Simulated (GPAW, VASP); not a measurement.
This is a calculation of PbSe (Clausthalite) for GPAW 26.7.0 (ASE script). 

File run.py:

```python
from ase import Atoms
from ase.dft.bandgap import bandgap
from ase.io import write
from ase.units import GPa
from gpaw import GPAW, PW

atoms = Atoms(['Pb', 'Se'],
              cell=[[0.0, 3.06065, 3.06065],
                    [3.06065, 0.0, 3.06065],
                    [3.06065, 3.06065, 0.0]],
              scaled_positions=[[0.0, 0.0, 0.0],
                                [0.5, 0.5, 0.5]],
              pbc=True)

calc = GPAW(mode=PW(600),
            xc='PBE',
            kpts={'size': (8, 8, 8), 'gamma': True},
            occupations={'name': 'methfessel-paxton', 'order': 0, 'width': 0.028999999999999998},
            nbands=19,
            convergence={'density': 1e-05, 'energy': 1e-05},
            maxiter=150,
            txt='gpaw.txt')
atoms.calc = calc
energy = atoms.get_potential_energy()
forces = atoms.get_forces()
stress = atoms.get_stress()
calc.write('gs.gpw')
write('result.traj', atoms)
print(f'Energy: {energy:.6f} eV')
print('Forces (eV/A):')
print(forces.round(4))
print('Stress (GPa):', (stress / GPa).round(3))
print('Fermi level:', round(calc.get_fermi_level(), 4), 'eV')
print(f'Gap: {bandgap(calc)[0]:.4f} eV, direct: {bandgap(calc, direct=True)[0]:.4f} eV')
```

Potentials or basis: GPAW PAW data sets (gpaw-data 1.2.1), pw.

Run with:

```console
$ OMP_NUM_THREADS=1 python run.py
```

**Question.** Set up the same calculation for VASP 6.6.1. Potentials or basis there: PBE PAW files Pb_d, Se, 520 eV.

**Answer.** As run (cutoffs and basis follow the program's own potentials, and thresholds, step limits or extra output files can differ):

File INCAR:

```
PREC     = Accurate       # precision mode
ENCUT    = 520            # plane-wave cutoff, eV
EDIFF    = 1E-6           # SCF threshold, eV
ISMEAR   = 0              # smearing method
SIGMA    = 0.028999999999999998 # smearing width, eV
LREAL    = F              # projectors in reciprocal space
LASPH    = T              # aspherical terms in the spheres
NELM     = 100            # most SCF steps
ALGO     = Fast           # electronic algorithm
ISIF     = 2              # what is computed and relaxed
LWAVE    = F              # write WAVECAR
LCHARG   = T              # write CHGCAR
GGA      = PE             # functional
LELF     = T              # ELF
LVHAR    = T            
NBANDS   = 17             # bands
```

Contents of KPOINTS:

```
regular mesh
0
Gamma
  8 8 8
```

File POSCAR:

```
PbSe
1.0
    0.0000000000      3.0606500000      3.0606500000
    3.0606500000      0.0000000000      3.0606500000
    3.0606500000      3.0606500000      0.0000000000
Pb Se
1 1
Direct
    0.0000000000      0.0000000000      0.0000000000
    0.5000000000      0.5000000000      0.5000000000
```

Potentials or basis: VASP PAW PBE potentials, release 64 (Pb_d, Se).

Command:

```bash
$ cat potpaw_PBE.64/Pb_d/POTCAR potpaw_PBE.64/Se/POTCAR > POTCAR
$ mpirun -np 1 vasp_std > vasp.out
```

Both were run:

|  | GPAW | VASP |
| --- | --- | --- |
| Pressure | 2.2 GPa | 2.4 GPa |

Pressure is positive in compression.
